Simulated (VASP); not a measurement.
# Li (P6/mmm) in VASP: a series of runs, part 2 of 2

VASP 6.6.1.

## Step 3: Single point, BLYP

This run uses another cell than the first one, of 22.43 Å³/atom, 1.120 times its volume.

INCAR reads:

```
SYSTEM = Li
AGGAC = 1.0
AGGAX = 1.0
ALDAC = 0.0
ALDAX = 1.0
ALGO = Normal
EDIFF = 1E-6
ENCUT = 520
GGA = B5
ISIF = 2
ISMEAR = -1
LASPH = .True.
LCHARG = .False.
LREAL = .False.
LWAVE = .False.
NBANDS = 12
NELM = 100
PREC = Accurate
SIGMA = 0.1
```

KPOINTS reads:

```
k-points
0
Gamma
  8 8 12
  0 0 0
```

POSCAR reads:

```
Li
1.0
    5.1017909300      0.0000000000      0.0000000000
   -2.5508954650      4.4182805502      0.0000000000
    0.0000000000      0.0000000000      2.9852443966
Li
3
Direct
    0.0000000000      0.0000000000      0.0000000000
    0.3333333333      0.6666666667      0.5000000000
    0.6666666667      0.3333333333      0.5000000000
```

Potentials or basis: VASP PAW PBE potentials, release 64 (Li_sv).

Launch:

```console
cat potpaw_PBE.64/Li_sv/POTCAR > POTCAR
mpirun -np 1 vasp_std > vasp.out
```

OUTCAR:

```text
SYSTEM = Li
   EDIFF = 1E-6
   ENCUT = 520
   GGA = B5
   ISIF = 2
   ISMEAR = -1
   LASPH = .True.
   LREAL = .False.
   NELM = 100
   PREC = Accurate

 ion  position               nearest neighbor table
   1  0.000  0.000  0.000-
   2  0.333  0.667  0.500-
   3  0.667  0.333  0.500-

  LATTYP: Found a hexagonal cell.
 ALAT       =     5.1017909300
 C/A-ratio  =     0.5851365604

  Lattice vectors:

 A1 = (   5.1017909300,   0.0000000000,   0.0000000000)
 A2 = (  -2.5508954650,   4.4182805502,   0.0000000000)
 A3 = (   0.0000000000,   0.0000000000,   2.9852443966)

Analysis of symmetry for initial positions (statically):
=====================================================================
 Subroutine PRICEL returns:
 Original cell was already a primitive cell.

 Routine SETGRP: Setting up the symmetry group for a
 hexagonal supercell.

 Subroutine GETGRP returns: Found 24 space group operations
 (whereof 24 operations were pure point group operations)
 out of a pool of 24 trial point group operations.

The static configuration has the point symmetry D_6h.

Analysis of symmetry for dynamics (positions and initial velocities):
=====================================================================
 Subroutine PRICEL returns:
 Original cell was already a primitive cell.

 Routine SETGRP: Setting up the symmetry group for a
 hexagonal supercell.

 Subroutine GETGRP returns: Found 24 space group operations
 (whereof 24 operations were pure point group operations)
 out of a pool of 24 trial point group operations.

The dynamic configuration has the point symmetry D_6h.

 Subroutine INISYM returns: Found 24 space group operations
 (whereof 24 operations are pure point group operations),
 and found     1 'primitive' translations

----------------------------------------------------------------------------------------
[... 118 lines left out ...]
  Thomas-Fermi vector in A             =   1.951068
   LORBIT       =      0    0 simple, 1 ext, 2 COOP (PROOUT), +10 PAW based schemes
   GGA     = B5    functional components
   LHFCALC =     F    Hartree Fock is set to
   AEXX    =    0.0000 exact exchange contribution
   IVDW    =     0    specifies the selected vdW correction
   LEPSILON=     F    determine dielectric tensor
   LRPA    =     F    only Hartree local field effects (RPA)
 non-spin polarized calculation
  energy-cutoff  :      520.00
  volume of cell :       67.29
 maximum number of plane-waves:      1835
 NGX is ok and might be reduce to    40
   NGX = 19   NGY = 19   NGZ = 11

 number of electron       9.0000008 magnetization

 Free energy of the ion-electron system (eV)
  ---------------------------------------------------
  ext. energy  EPLUGINS =         0.00000000
  ---------------------------------------------------
  free energy    TOTEN  =        -4.66414142 eV

  energy without entropy =       -4.61345158  energy(sigma->0) =       -4.63879650

 E-fermi :   0.7713     XC(G=0):  -6.4045

 val. band max:        0.7487715237   @ k =   0.2500   0.1250   0.0000
 cond. band min:       0.7759199623   @ k =   0.2500   0.2500   0.2500
 fundamental gap:      0.0271484386
 Fermi energy:         0.7713279237

 k-point     1 :       0.0000    0.0000    0.0000
  band No.  band energies     occupation
      1     -46.6816      2.00000
      2     -46.6682      2.00000
      3     -46.5791      2.00000
      4      -2.6260      2.00000
      5       2.7512      0.00000
      6       2.7512      0.00000
      7       2.8152      0.00000
      8       2.8153      0.00000
      9       6.0443      0.00000
     10       6.1597      0.00000
     11      10.1485      0.00000
     12      13.7898      0.00000
[... 331 lines left out ...]
 k-point    24 :       0.3750   -0.0000    0.1667
  band No.  band energies     occupation
      1     -46.6762      2.00000
      2     -46.6698      2.00000
      3     -46.5775      2.00000
      4      -1.4411      2.00000
      5       0.0278      1.99882
      6       1.4706      0.00184
      7       3.7264      0.00000
      8       7.0425      0.00000
      9       7.4787      0.00000
     10       8.5655      0.00000
     11       9.2148      0.00000
     12      10.4288      0.00000

 [... further k-points ...]
[... 5 lines left out ...]
  --------------------------------------------------------------------------------------
  -------------------------------------------------------------------------------------
  Total       -0.5986767     -0.5986767     -0.4874085      0.0000000      0.0000000      0.0000000
  in kB      -14.2543404    -14.2543404    -11.6050713      0.0000000      0.0000000      0.0000000
  external PRESSURE =     -13.3712507 kB  Pullay stress =       0.0000000 kB

 VOLUME and BASIS-vectors are now :
 -----------------------------------------------------------------------------
  energy-cutoff  :      520.00
  volume of cell :       67.29
      direct lattice vectors                 reciprocal lattice vectors
     5.101790930  0.000000000  0.000000000     0.196009600  0.113166195  0.000000000
    -2.550895465  4.418280550  0.000000000     0.000000000  0.226332391  0.000000000
     0.000000000  0.000000000  2.985244397     0.000000000  0.000000000  0.334980949

 POSITION                                       TOTAL-FORCE (eV/Angst)
 -----------------------------------------------------------------------------------
      0.00000      0.00000      0.00000        -0.000000      0.000000      0.000000
     -0.00000      2.94552      1.49262         0.000000      0.000000     -0.000000
      2.55090      1.47276      1.49262        -0.000000     -0.000000      0.000000
 -----------------------------------------------------------------------------------
    total drift:                               -0.000000      0.000000      0.000000

  FREE ENERGIE OF THE ION-ELECTRON SYSTEM (eV)
  ---------------------------------------------------
  free  energy   TOTEN  =        -4.6641414155 eV

  energy  without entropy=       -4.6134515765  energy(sigma->0) =       -4.63879650
```

OSZICAR:

```text
N       E                     dE             d eps       ncg     rms          rms(c)
DAV:   1     0.273632059927E+02    0.27363E+02   -0.35267E+03  1680   0.654E+02
DAV:   2     0.189190411812E+01   -0.25471E+02   -0.24766E+02  1964   0.150E+02
DAV:   3    -0.454404372500E+01   -0.64359E+01   -0.63719E+01  3280   0.390E+01
DAV:   4    -0.465524632404E+01   -0.11120E+00   -0.11106E+00  2084   0.869E+00
DAV:   5    -0.465954771668E+01   -0.43014E-02   -0.43008E-02  2696   0.122E+00    0.304E-01
DAV:   6    -0.466170106650E+01   -0.21533E-02   -0.14640E-03  2112   0.261E-01    0.187E-01
DAV:   7    -0.466393757685E+01   -0.22365E-02   -0.45416E-03  2000   0.412E-01    0.308E-02
DAV:   8    -0.466413953698E+01   -0.20196E-03   -0.93058E-04  2508   0.190E-01    0.162E-02
DAV:   9    -0.466413146729E+01    0.80697E-05   -0.21941E-05  2288   0.416E-02    0.518E-03
DAV:  10    -0.466413727044E+01   -0.58031E-05   -0.22329E-06  2384   0.107E-02    0.625E-03
DAV:  11    -0.466414181769E+01   -0.45473E-05   -0.27812E-06  2036   0.134E-02    0.220E-03
DAV:  12    -0.466414141552E+01    0.40217E-06   -0.35235E-07  1280   0.525E-03
   1 F= -.46641414E+01 E0= -.46387965E+01  d E =-.506898E-01
```

Wall time 24 s (1 thread of Intel Xeon Platinum 8559C (Emerald Rapids), shared host); peak memory 0.18 GiB.

What came out:

* Free energy: -4.6641 eV
* Band gap on the k mesh: none (metal or under the smearing width)

Caveat: the cutoff is under 1.25 times the usual one of these potentials, so pressure, stress and relaxed cells hold a basis-set (Pulay) error; the PAW data sets were made with another functional, which shifts forces and pressure a little.

## Step 4: Single point, BLYP

INCAR reads:

```
SYSTEM = Li
  PREC = Accurate
  ENCUT = 520
  EDIFF = 1E-6
  ISMEAR = -1
  SIGMA = 0.1
  LREAL = .FALSE.
  LASPH = .TRUE.
  NELM = 100
  ALGO = Fast
  ISIF = 2
  LWAVE = .FALSE.
  LCHARG = .FALSE.
  GGA = B5
  ALDAX = 1.0
  AGGAX = 1.0
  AGGAC = 1.0
  ALDAC = 0.0
  NBANDS = 12
```

KPOINTS reads:

```
Automatic mesh
0
G
  8 8 12
  0 0 0
```

POSCAR reads:

```
Li
1.0
    4.9126593405      0.0000000000      0.0000000000
   -2.4563296702      4.2544877891      0.0000000000
    0.0000000000      0.0000000000      2.8745765889
Li
3
Direct
    0.0000000000      0.0000000000      0.0000000000
    0.3333333333      0.6666666667      0.5000000000
    0.6666666667      0.3333333333      0.5000000000
```

Potentials or basis: VASP PAW PBE potentials, release 64 (Li_sv).

Launch:

```console
cat potpaw_PBE.64/Li_sv/POTCAR > POTCAR
mpirun -np 1 vasp_std > vasp.out
```

OUTCAR:

```text
SYSTEM = Li
   PREC = Accurate
   ENCUT = 520
   EDIFF = 1E-6
   ISMEAR = -1
   LREAL = .FALSE.
   LASPH = .TRUE.
   NELM = 100
   ISIF = 2
   GGA = B5

 ion  position               nearest neighbor table
   1  0.000  0.000  0.000-
   2  0.333  0.667  0.500-
   3  0.667  0.333  0.500-

  LATTYP: Found a hexagonal cell.
 ALAT       =     4.9126593405
 C/A-ratio  =     0.5851365604

  Lattice vectors:

[... 542 lines left out ...]
      7       4.3634      0.00000
      8       7.8083      0.00000
      9       8.3248      0.00000
     10       9.5458      0.00000
     11      10.2603      0.00000
     12      11.5018      0.00000

 [... further k-points ...]
[... 5 lines left out ...]
  --------------------------------------------------------------------------------------
  -------------------------------------------------------------------------------------
  Total       -0.0344777     -0.0344777      0.0339353     -0.0000000      0.0000000      0.0000000
  in kB       -0.9194137     -0.9194137      0.9049485     -0.0000000      0.0000000      0.0000000
  external PRESSURE =      -0.3112930 kB  Pullay stress =       0.0000000 kB

 VOLUME and BASIS-vectors are now :
 -----------------------------------------------------------------------------
  energy-cutoff  :      520.00
  volume of cell :       60.08
      direct lattice vectors                 reciprocal lattice vectors
     4.912659341  0.000000000  0.000000000     0.203555738  0.117522960  0.000000000
    -2.456329670  4.254487789  0.000000000     0.000000000  0.235045921  0.000000000
     0.000000000  0.000000000  2.874576589     0.000000000  0.000000000  0.347877320

 POSITION                                       TOTAL-FORCE (eV/Angst)
 -----------------------------------------------------------------------------------
      0.00000      0.00000      0.00000         0.000000      0.000000      0.000000
     -0.00000      2.83633      1.43729        -0.000000      0.000000      0.000000
      2.45633      1.41816      1.43729         0.000000     -0.000000      0.000000
 -----------------------------------------------------------------------------------
    total drift:                               -0.000000      0.000000      0.000000

  FREE ENERGIE OF THE ION-ELECTRON SYSTEM (eV)
  ---------------------------------------------------
  free  energy   TOTEN  =        -4.6922178012 eV

  energy  without entropy=       -4.6434587115  energy(sigma->0) =       -4.66783826
```

OSZICAR:

```text
N       E                     dE             d eps       ncg     rms          rms(c)
DAV:   1     0.276560210938E+02    0.27656E+02   -0.36028E+03  1680   0.660E+02
DAV:   2     0.134693662050E+01   -0.26309E+02   -0.25454E+02  2008   0.150E+02
DAV:   3    -0.457963498291E+01   -0.59266E+01   -0.58639E+01  3224   0.389E+01
DAV:   4    -0.468322655600E+01   -0.10359E+00   -0.10349E+00  2116   0.823E+00
DAV:   5    -0.468551655393E+01   -0.22900E-02   -0.22898E-02  2640   0.104E+00    0.250E-01
RMM:   6    -0.468852946219E+01   -0.30129E-02   -0.14762E-03  2031   0.283E-01    0.159E-01
RMM:   7    -0.469201164105E+01   -0.34822E-02   -0.56039E-03  2099   0.528E-01    0.254E-02
RMM:   8    -0.469216763167E+01   -0.15599E-03   -0.67249E-04  2440   0.202E-01    0.434E-03
RMM:   9    -0.469220873046E+01   -0.41099E-04   -0.38543E-04  2700   0.997E-02    0.104E-02
RMM:  10    -0.469221320066E+01   -0.44702E-05   -0.11075E-04  2773   0.501E-02    0.173E-02
RMM:  11    -0.469220497014E+01    0.82305E-05   -0.30723E-05  2529   0.240E-02    0.210E-02
RMM:  12    -0.469220948759E+01   -0.45175E-05   -0.73993E-06  2341   0.144E-02    0.194E-02
RMM:  13    -0.469221062057E+01   -0.11330E-05   -0.57703E-06  2393   0.106E-02    0.187E-02
RMM:  14    -0.469221272190E+01   -0.21013E-05   -0.19524E-06  2141   0.644E-03    0.166E-02
RMM:  15    -0.469221792643E+01   -0.52045E-05   -0.13061E-06  2264   0.794E-03    0.113E-02
RMM:  16    -0.469221780125E+01    0.12518E-06    0.72220E-08  1617   0.429E-03
   1 F= -.46922178E+01 E0= -.46678383E+01  d E =-.487591E-01
```

stdout:

```text
POSCAR found type information on POSCAR Li
 POSCAR found :  1 types and       3 ions
 scaLAPACK will be used
 -----------------------------------------------------------------------------
|                                                                             |
|                                                                             |
|     You enforced a specific xc type in the INCAR file but a different       |
|     I HOPE YOU KNOW WHAT YOU ARE DOING!                                     |
|                                                                             |
 -----------------------------------------------------------------------------

 LDA part: xc-table for (Slater(with rela. corr.)+VWN5), standard interpolation
 POSCAR, INCAR and KPOINTS ok, starting setup
 FFT: planning ... GRIDC
 FFT: planning ... GRID_SOFT
 FFT: planning ... GRID
 WAVECAR not read
 entering main loop
```

Wall time 37 s (1 thread of Intel Xeon Platinum 8559C (Emerald Rapids), shared host); peak memory 0.18 GiB.

Results:

```yaml
Free_energy: -4.6922 eV
Band_gap_on_the_k_mesh: none (metal or under the smearing width)
```

Levels at points of the mesh, in eV from the Fermi level:
| k point | band 1 | band 2 | band 3 | band 4 | band 5 | band 6 | band 7 | band 8 | band 9 |
| --- | --- | --- | --- | --- | --- | --- | --- | --- | --- |
| (0.00, 0.00, 0.00) | -47.27 | -47.25 | -47.15 | -3.55 | 2.09 | 2.09 | 2.15 | 2.15 | 5.90 |
| (0.50, 0.00, 0.00) | -47.26 | -47.26 | -47.15 | -2.04 | -2.01 | 0.09 | 3.14 | 8.08 | 8.16 |
| (0.00, 0.00, 0.50) | -47.26 | -47.24 | -47.14 | -0.51 | 0.14 | 5.39 | 5.44 | 5.44 | 6.38 |
| (0.50, 0.00, 0.50) | -47.25 | -47.25 | -47.14 | 0.60 | 0.72 | 1.99 | 3.05 | 4.01 | 5.04 |

Caveat: the cutoff is under 1.25 times the usual one of these potentials, so pressure, stress and relaxed cells hold a basis-set (Pulay) error; the PAW data sets were made with another functional, which shifts forces and pressure a little.

## Step 5: Summary

| cell | k mesh | gap on the mesh (eV) |
| --- | --- | --- |
| P6/mmm, 20.03 Å³/atom | 10 × 10 × 14 | none |
| P6/mmm, 22.43 Å³/atom | 8 × 8 × 12 | none |
| P6/mmm, 20.03 Å³/atom | 8 × 8 × 12 | none |

Alike in all rows: task single point; level BLYP; potentials or basis VASP PAW PBE potentials, release 64 (Li_sv); no spin polarisation; cutoff (eV) 520; smearing fermi-dirac 0.1 eV.

Every run on the cell as given and a fine mesh finds a metal.

Caveats: the cutoff is under 1.25 times the usual one of these potentials, so pressure, stress and relaxed cells hold a basis-set (Pulay) error; the PAW data sets were made with another functional, which shifts forces and pressure a little.

Absolute energies hang on the potentials; compare differences alone.
